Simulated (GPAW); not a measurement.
ZnS (Wurtzite-2H):

```
CELL_PARAMETERS angstrom
3.81100 0.00000 0.00000
-1.90550 3.30042 0.00000
0.00000 0.00000 6.23400
ATOMIC_POSITIONS crystal
Zn 0.66667 0.33333 0.50000
Zn 0.33333 0.66667 0.00000
S 0.66667 0.33333 0.88500
S 0.33333 0.66667 0.38500
```

* Program: GPAW 26.7.0
* Task: relaxation of cell and atoms
* Functional: WC
* Potentials or basis: PAW data sets generated in the run's folder for this functional
* Cutoff: 600 eV
* Basis: pw
* k mesh: 6 × 6 × 3
* Occupations: fermi-dirac, width 0.05 eV
* Spin: no spin polarisation

At the start: pressure -1.4 GPa; volume 19.60 Å³/atom.

Q: Where does the relaxation end?

A: Over 6 steps the energy falls by 7.0 meV/atom and the volume is 19.18 Å³/atom (-2.2 %); space group P6_3mc (No. 186, to 0.05 Å).

The path:
| step | energy change (eV) | largest force (eV/Å) | pressure (GPa) | volume (Å³) |
| --- | --- | --- | --- | --- |
| 1 | 0.0000 | 0.3108 | -1.39 | 78.41 |
| 2 | -0.0068 | 0.2710 | -1.30 | 78.27 |
| 3 | -0.0249 | 0.1009 | -0.35 | 77.18 |
| 4 | -0.0265 | 0.0001 | -0.54 | 77.36 |
| 5 | -0.0267 | 0.0038 | -0.46 | 77.28 |
| 6 | -0.0278 | 0.0008 | 0.10 | 76.72 |

Final structure:
```cif
data_structure
_symmetry_space_group_name_H-M 'P 1'
_symmetry_Int_Tables_number 1
_cell_length_a 3.7851
_cell_length_b 3.7851
_cell_length_c 6.1836
_cell_angle_alpha 90.000
_cell_angle_beta 90.000
_cell_angle_gamma 120.000
_cell_volume 76.72
loop_
_atom_site_label
_atom_site_type_symbol
_atom_site_fract_x
_atom_site_fract_y
_atom_site_fract_z
_atom_site_occupancy
Zn1 Zn 0.66667 0.33333 0.50500 1
Zn2 Zn 0.33333 0.66667 0.00500 1
S1 S 0.66667 0.33333 0.88001 1
S2 S 0.33333 0.66667 0.38000 1
```

Caveat: later steps reuse the first step's grids.
